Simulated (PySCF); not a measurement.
# Bi (Im-3m) in PySCF: notebook, part 2 of 2

PySCF 2.14.0. Earlier steps stand in the parts before.

## (5) Band structure, BLYP

Input file run.py:

```python
import json
import numpy as np
from pyscf.pbc import gto, scf, dft, df

cell = gto.Cell()
cell.a = '''
 -1.9814305318    1.9814305318    1.9814305318
  1.9814305318   -1.9814305318    1.9814305318
  1.9814305318    1.9814305318   -1.9814305318'''
cell.atom = '''
Bi   0.0000000000    0.0000000000    0.0000000000'''
cell.unit = 'A'
cell.basis = 'TZV2P-MOLOPT-SR-GTH-q5'
cell.pseudo = 'GTH-BLYP-q5'
cell.ke_cutoff = 50  # hartree
cell.exp_to_discard = 0.02
cell.precision = 1e-08
cell.space_group_symmetry = True
cell.symmorphic = False
cell.max_memory = 5040  # MB
cell.verbose = 4
cell.build()

res = {}
kpts = cell.make_kpts([6, 6, 6], space_group_symmetry=True, time_reversal_symmetry=True)
cell.space_group_symmetry = False  # the mesh holds the operations; no search on the supercells of the integral code
mf = dft.KRKS(cell, kpts, xc='blyp')
mf = mf.multigrid_numint()
mf = mf.smearing(sigma=0.00183747, method='fermi')  # hartree
mf.conv_tol = 1e-07
mf.max_cycle = 60

mf.kernel()
res.update(converged=bool(mf.converged), e_tot=mf.e_tot, nelec=cell.nelectron, nao=cell.nao, mesh=list(map(int, cell.mesh)), a=cell.lattice_vectors().tolist(), coords=cell.atom_coords().tolist(),
           mo_energy=[np.real(x).tolist() for x in mf.mo_energy], mo_occ=[np.real(x).tolist() for x in mf.mo_occ])
res.update(e_free=mf.e_free, e_zero=mf.e_zero)
res.update(kpts=kpts.kpts_scaled_ibz.tolist(), weights=kpts.weights_ibz.tolist())
res['parts'] = {k: float(np.real(v)) for k, v in mf.scf_summary.items() if np.isscalar(v)}
json.dump(res, open('results.json', 'w'))
if not mf.converged:
    raise SystemExit('SCF not converged')

print('levels (eV)')
for i, kp in enumerate(res['kpts'][:40]):
    print('k %7.4f %7.4f %7.4f  ' % tuple(kp), ' '.join('%.3f' % (x * 27.211386) for x in res['mo_energy'][i][:8]))

mf = mf.to_khf()  # unfold to the whole mesh
kpts = mf.kpts
# Mulliken populations
dm, s = np.asarray(mf.make_rdm1()), np.asarray(mf.get_ovlp())
sites = cell.aoslice_by_atom()[:, 2:]
tot = np.einsum('kij,kji->i', dm, s).real / len(kpts)
res['mulliken'] = [cell.atom_charge(i) - tot[a0:a1].sum() for i, (a0, a1) in enumerate(sites)]
print('Mulliken charges', np.round(res['mulliken'], 5))

scaled = np.array([[0.0, 0.0, 0.0], [0.0625, -0.0625, 0.0625], [0.125, -0.125, 0.125], [0.1875, -0.1875, 0.1875], [0.25, -0.25, 0.25], [0.3125, -0.3125, 0.3125], [0.375, -0.375, 0.375], [0.4375, -0.4375, 0.4375], [0.5, -0.5, 0.5], [0.4, -0.4, 0.5], [0.3, -0.3, 0.5], [0.2, -0.2, 0.5], [0.1, -0.1, 0.5], [0.0, 0.0, 0.5], [0.0, 0.0, 0.4], [0.0, 0.0, 0.3], [0.0, 0.0, 0.2], [0.0, 0.0, 0.1], [0.0, 0.0, 0.0], [0.03125, 0.03125, 0.03125], [0.0625, 0.0625, 0.0625], [0.09375, 0.09375, 0.09375], [0.125, 0.125, 0.125], [0.15625, 0.15625, 0.15625], [0.1875, 0.1875, 0.1875], [0.21875, 0.21875, 0.21875], [0.25, 0.25, 0.25], [0.28125, 0.15625, 0.28125], [0.3125, 0.0625, 0.3125], [0.34375, -0.03125, 0.34375], [0.375, -0.125, 0.375], [0.40625, -0.21875, 0.40625], [0.4375, -0.3125, 0.4375], [0.46875, -0.40625, 0.46875], [0.5, -0.5, 0.5], [0.25, 0.25, 0.25], [0.1875, 0.1875, 0.3125], [0.125, 0.125, 0.375], [0.0625, 0.0625, 0.4375], [0.0, 0.0, 0.5]])  # GHNGPH,PN
e_kn = mf.get_bands(cell.get_abs_kpts(scaled))[0]
res.update(band_k=np.asarray(scaled).tolist(), bands=np.asarray(e_kn).real.tolist())
for kp, e in zip(scaled, np.asarray(e_kn).real):
    print('k %7.4f %7.4f %7.4f  ' % tuple(kp), ' '.join('%8.3f' % (x * 27.211386) for x in e[:9]))
res['done'] = True
json.dump(res, open('results.json', 'w'))
```

Potentials or basis: TZV2P-MOLOPT-SR/GTH-BLYP (potentials made for BLYP).

Run with:

```console
$ OMP_NUM_THREADS=4 python -u run.py > log
```

The log of the run:

```text
pyscf/pbc/gto/cell.py:1403: UserWarning: Electron number 5 and spin 0 are not consistent in cell

  warnings.warn('Electron number %d and spin %d are not consistent '
Discarded 0 diffused primitive functions, 0 contracted functions

PySCF version 2.14.0

[INPUT] verbose = 4
[INPUT] num. atoms = 1
[INPUT] num. electrons = 5
[INPUT] charge = 0
[INPUT] spin (= nelec alpha-beta = 2S) = 0
[INPUT] symmetry False subgroup None
[INPUT] Mole.unit = A
[INPUT] Symbol           X                Y                Z      unit          X                Y                Z       unit  Magmom
[INPUT]  1 Bi     0.000000000000   0.000000000000   0.000000000000 AA    0.000000000000   0.000000000000   0.000000000000 Bohr   0.0

nuclear repulsion = -6.07452348123798
number of shells = 3
number of NR pGTOs = 45
number of NR cGTOs = 22
basis = TZV2P-MOLOPT-SR-GTH-q5
ecp = {}
lattice vectors  a1 [-3.744361040, 3.744361040, 3.744361040]
                 a2 [3.744361040, -3.744361040, 3.744361040]
                 a3 [3.744361040, 3.744361040, -3.744361040]
dimension = 3
low_dim_ft_type = None
Cell volume = 209.987
exp_to_discard = 0.02
rcut = 31.210465193494336 (nimgs = [6 6 6])
precision = 1e-08
pseudo = GTH-BLYP-q5
ke_cutoff = 50
    = [23 23 23] mesh (12167 PWs)
[Cell] Point group symbol:  m-3m
time reversal: False
k-points in IBZ                         weights
  0:  0.000000,  0.000000,  0.000000    1/216
  1:  0.500000,  0.500000, -0.000000    6/216
  2:  0.500000,  0.500000,  0.500000    1/216
  3:  0.666667,  0.333333,  0.000000    12/216
  4:  0.666667,  0.500000,  0.500000    12/216
  5:  0.666667,  0.666667,  0.333333    6/216
[... 8 lines left out ...]
 14:  0.833333,  0.833333,  0.666667    12/216
 15:  0.833333,  0.833333,  0.833333    8/216

******** <class 'pyscf.pbc.scf.smearing.SmearingKsymAdaptedKRKS'> ********
method = SmearingKsymAdaptedKRKS
initial guess = minao
damping factor = 0
level_shift factor = 0
DIIS = <class 'pyscf.scf.diis.CDIIS'>
diis_start_cycle = 1
diis_space = 8
diis_damp = 0
SCF conv_tol = 1e-07
SCF conv_tol_grad = None
SCF max_cycles = 60
direct_scf = True
direct_scf_tol = 1e-13

******** PBC SCF flags ********
N kpts (BZ) = 216
N kpts (IBZ) = 16
Exchange divergence treatment (exxdiv) = ewald
    madelung (= occupied orbital energy shift) = 0.08099364641650866
    Total energy shift due to Ewald probe charge = -1/2 * Nelec*madelung = -0.202484116041
DF object = <pyscf.pbc.df.fft.FFTDF object>
XC functionals = blyp
small_rho_cutoff = 0
Uniform grid, mesh = [23 23 23]
Set gradient conv threshold to 0.000316228
nelec by numeric integration = 5.000000000000004
init E= -4.17590369042478
    sigma = 0.00183747  Optimized mu = 0.277186496105  entropy = 0.316532364829
nelec by numeric integration = 5.000000000000008
    Total E(T) = -5.47431089287404  Free energy = -5.47489251159844  E0 = -5.47460170223624
cycle= 1 E= -5.47431089287404  delta_E= -1.3  |g|= 0.371  |ddm|= 25.7
    sigma = 0.00183747  Optimized mu = 0.261864504231  entropy = 0.307390968209
nelec by numeric integration = 5.000000000000003
    Total E(T) = -5.47616865117254  Free energy = -5.4767334728549  E0 = -5.47645106201372
cycle= 2 E= -5.47616865117254  delta_E= -0.00186  |g|= 0.0383  |ddm|= 8.47
    sigma = 0.00183747  Optimized mu = 0.263701601353  entropy = 0.308976121773
nelec by numeric integration = 5.000000000000005
    Total E(T) = -5.4761936889847  Free energy = -5.47676142333917  E0 = -5.47647755616193
cycle= 3 E= -5.4761936889847  delta_E= -2.5e-05  |g|= 0.00227  |ddm|= 1.39
    sigma = 0.00183747  Optimized mu = 0.26367108201  entropy = 0.308850892387
nelec by numeric integration = 5.000000000000008
    Total E(T) = -5.4761939616516  Free energy = -5.47676146590083  E0 = -5.47647771377621
cycle= 4 E= -5.4761939616516  delta_E= -2.73e-07  |g|= 0.000112  |ddm|= 0.0259
    sigma = 0.00183747  Optimized mu = 0.263674484114  entropy = 0.308850296703
nelec by numeric integration = 5.000000000000004
    Total E(T) = -5.47619396284503  Free energy = -5.47676146599972  E0 = -5.47647771442237
cycle= 5 E= -5.47619396284503  delta_E= -1.19e-09  |g|= 8.74e-07  |ddm|= 0.00312
    sigma = 0.00183747  Optimized mu = 0.263674491668  entropy = 0.308850296348
nelec by numeric integration = 5.000000000000007
    Total E(T) = -5.47619396284568  Free energy = -5.47676146599972  E0 = -5.4764777144227
Extra cycle  E= -5.47619396284568  delta_E= -6.51e-13  |g|= 2.14e-08  |ddm|= 3.23e-06
converged SCF energy = -5.47619396284568
levels (eV)
k  0.0000  0.0000  0.0000   -6.081 12.384 12.384 12.384 17.445 19.364 19.364 19.364
k  0.5000  0.5000 -0.0000   -3.142 2.467 9.042 11.193 13.822 15.273 25.074 26.489
k  0.5000  0.5000  0.5000   -1.038 5.675 5.675 5.675 11.332 11.332 30.715 30.715
k  0.6667  0.3333  0.0000   -4.249 4.650 9.623 11.457 14.459 15.813 22.489 22.909
k  0.6667  0.5000  0.5000   -1.736 4.476 6.258 6.798 12.608 13.648 23.391 23.818
k  0.6667  0.6667  0.3333   -2.619 5.530 6.838 6.838 12.346 16.597 23.310 23.310
[... 8 lines left out ...]
k  0.8333  0.8333  0.6667   -2.744 3.681 5.855 7.148 20.051 20.372 24.882 26.544
k  0.8333  0.8333  0.8333   -3.534 4.365 7.630 7.630 19.476 19.476 21.929 25.072
Mulliken charges [-0.]
nelec by numeric integration = 5.000000000000007
k  0.0000  0.0000  0.0000     -6.081   12.384   12.384   12.384   17.445   19.364   19.364   19.364   21.836
k  0.0625 -0.0625  0.0625     -5.941   11.390   11.934   11.934   18.395   19.332   19.332   19.533   19.771
k  0.1250 -0.1250  0.1250     -5.527    9.615   10.822   10.822   16.943   19.388   19.388   19.828   20.054
k  0.1875 -0.1875  0.1875     -4.856    7.944    9.484    9.484   15.024   19.947   19.947   20.876   20.982
k  0.2500 -0.2500  0.2500     -3.970    6.610    8.210    8.210   13.641   20.487   21.061   21.061   22.426
k  0.3125 -0.3125  0.3125     -2.959    5.716    7.137    7.137   12.618   17.684   22.667   22.667   24.531
[... 32 lines left out ...]
k  0.0625  0.0625  0.4375     -3.071    2.640    8.118   10.096   15.185   16.636   25.292   26.597   26.598
k  0.0000  0.0000  0.5000     -3.142    2.467    9.042   11.193   13.822   15.273   25.074   26.489   26.900
```

It took 28 s on 4 threads of Arm Neoverse V1, shared host; peak memory 1 GiB.

Results:

* Free energy: -149.0303 eV
* Band gap on the k mesh: none (metal or under the smearing width)

Levels at the corners of the path, in eV from the Fermi level:
```csv
point,band 1,band 2,band 3,band 4,band 5,band 6,band 7
Γ,-13.26,5.21,5.21,5.21,10.27,12.19,12.19
H,-8.21,-1.50,-1.50,-1.50,4.16,4.16,23.54
N,-10.32,-4.71,1.87,4.02,6.65,8.10,17.90
Γ,-13.26,5.21,5.21,5.21,10.27,12.19,12.19
P,-9.76,-2.02,-2.02,-2.02,15.65,15.65,15.65
H,-8.21,-1.50,-1.50,-1.50,4.16,4.16,23.54
P,-9.76,-2.02,-2.02,-2.02,15.65,15.65,15.65
N,-10.32,-4.71,1.87,4.02,6.65,8.10,17.90
```

Caveat: the k mesh is coarse (spacing up to 0.37 Å⁻¹), so the values aren't converged; spin-orbit coupling is left out, which moves the levels of the heavy elements; the basis of atomic orbitals isn't converged, which shifts pressures, moduli and gaps.

## (6) The runs side by side

```tsv
potentials or basis	gap on the mesh (eV)
DZVP-MOLOPT-SR/GTH-BLYP (potentials made for BLYP)	none
TZVP-MOLOPT-SR/GTH-BLYP (potentials made for BLYP)	none
TZV2P-MOLOPT-SR/GTH-BLYP (potentials made for BLYP)	none
```

Alike in all rows: task band structure; level BLYP; no spin polarisation; cell as given; k mesh 6 × 6 × 6; smearing fermi-dirac 0.05 eV; other keys several, not listed; the mesh is coarse, so values aren't converged.

Caveats: all runs use coarse meshes; spin-orbit coupling is left out, which moves the levels of the heavy elements; the basis of atomic orbitals isn't converged, which shifts pressures, moduli and gaps.

Total energies depend on the potentials used, so only differences within one code and one set of settings carry meaning.
